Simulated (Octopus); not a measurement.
# CoO in Octopus: the effect of Hubbard term

Crystal: CoO.

```xyz
2
Lattice="-1.5080 1.5080 2.1072 1.5080 -1.5080 2.1072 1.5080 1.5080 -2.1072" Properties=species:S:1:pos:R:3 pbc="T T T"
Co    0.0000    0.0000    0.0000
O     0.0000    0.0000    2.1072
```

Alike in all runs:

* Program: Octopus 16.4
* Task: single point
* Functional: LDA
* Potentials or basis: pseudodojo_lda (PseudoDojo 0.4, LDA)
* Grid spacing: 0.150 Å
* k mesh: 6 × 6 × 6
* Occupations: fermi-dirac, width 0.05 eV
* Spin: collinear spin, ferromagnetic start
* Starting moments: [4.0, 0.0] μB
* Eigensolver: chebyshev_filter
* k-point symmetries used: yes
* ConvRelDens: 1e-06
* ExtraStates: 10
* DerivativesOrder: 8

```tsv
Hubbard term	gap on the mesh (eV)	moment (μB)
none	none	2.74
Co d U = 2 eV	none	2.80
Co d U = 4 eV	none	2.97
Co d U = 6 eV	?	?
Co d U = 8 eV	1.27	3.00
```

Question: What does the run with Hubbard term Co d U = 6 eV give?

Answer: gap on the mesh 0.37 eV; moment 3.00 μB.

Worked out: A parabola through the other rows of the moment, of slope 0.0177 μB per eV there, gives 2.99 μB, against the run's 3.00.

Caveats: all runs use coarse meshes; a cell with one magnetic atom can't hold antiferromagnetic order, which such compounds often take; U acts on the potentials' truncated atomic orbitals, so values differ from other programs' at the same U, and they weren't checked against one (some runs); semilocal functionals often make such compounds metallic where correlation or magnetic order opens a gap, which also shifts bond lengths (some runs).

A k mesh can miss the band edges.

A gap of «none» marks a metal or a gap under the smearing width.
